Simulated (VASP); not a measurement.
A run of VASP 6.6.1 is set up as follows.

The input INCAR:

```
PREC     = Accurate       # precision mode
ENCUT    = 600            # plane-wave cutoff, eV
EDIFF    = 1E-6           # SCF threshold, eV
ISMEAR   = 0              # smearing method
SIGMA    = 0.03           # smearing width, eV
LREAL    = False          # projectors in reciprocal space
LASPH    = True           # aspherical terms in the spheres
NELM     = 80             # most SCF steps
ALGO     = Normal         # electronic algorithm
ISIF     = 3              # what is computed and relaxed
LWAVE    = False          # write WAVECAR
LCHARG   = False          # write CHGCAR
GGA      = PS             # functional
IBRION   = 2              # ionic algorithm
NSW      = 90             # ionic steps
EDIFFG   = -0.01          # ionic threshold
```

The input KPOINTS:

```
Automatic mesh
0
Gamma
  14 14 14
```

File POSCAR:

```
C
1.0
    0.0000000000      1.7833700000      1.7833700000
    1.7833700000      0.0000000000      1.7833700000
    1.7833700000      1.7833700000      0.0000000000
C
2
Direct
    0.0000000000      0.0000000000      0.0000000000
    0.2500000000      0.2500000000      0.2500000000
```

Potentials or basis: VASP PAW PBE potentials, release 64 (C).

Run with:

```console
$ cat potpaw_PBE.64/C/POTCAR > POTCAR
$ mpirun -np 1 vasp_std > vasp.out
```

Q: Predict the band gap on the k mesh.

A: 4.03 eV, indirect (least direct gap 5.57 eV).

Q: What does it give for the space group after relaxing (to 0.05 Å)?

A: Fd-3m (No. 227).

Q: Predict the relaxed volume.

A: 5.62 Å³/atom.

Final structure:
```
CELL_PARAMETERS angstrom
0.00000 1.77745 1.77745
1.77745 0.00000 1.77745
1.77745 1.77745 0.00000
ATOMIC_POSITIONS crystal
C 0.00000 0.00000 0.00000
C 0.25000 0.25000 0.25000
```

Caveat: the PAW data sets were made with another functional, which shifts forces and pressure a little. A k mesh can miss the band edges.
